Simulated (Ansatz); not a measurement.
Runs of Ansatz 0.2.0 on HfN. It takes space group F-43m (No. 216, cubic). The conventional cell has a = 4.910 Å, b = 4.910 Å, c = 4.910 Å, α = 90.00°, β = 90.00°, γ = 90.00°. Hf (site symmetry -43m) has 4 N at 2.13 Å as nearest neighbours. N (site symmetry -43m) is surrounded by 4 Hf at 2.13 Å. The cell comes from a database or a generator and needn't be the stable form of this composition.

```tsv
level	cutoff (eV)	gap on the mesh (eV)	pressure (GPa)	relaxed volume (Å³/atom)
BLYP	420	none	0.0	15.28
revPBE	420	none	0.0	15.05
r2SCAN	500	none	0.0	(a)
LDA	420	none	0.0	(b)
RPBE	420	none	0.0	15.13
PBEsol	420	none	0.0	14.41
```

Alike in all rows: task relaxation of cell and atoms; potentials or basis Ansatz PAW; no spin polarisation; cell relaxed; k mesh 9 × 9 × 9; smearing fermi-dirac 0.05 eV.

Fill in the values left out.

(a) 14.63; (b) 14.07.

Caveats: the plane-wave basis is chosen anew once the cell has moved, so the energies of steps on either side of that aren't comparable; the PAW data sets come from PBE, with cores solved anew for the run's functional, which leaves a small shift of forces and pressure.

A k mesh can miss the band edges, and the runs leave out spin-orbit coupling on Hf.

A gap of «none» marks a metal or a gap under the smearing width.

Runs at the PBE level aren't shown here.
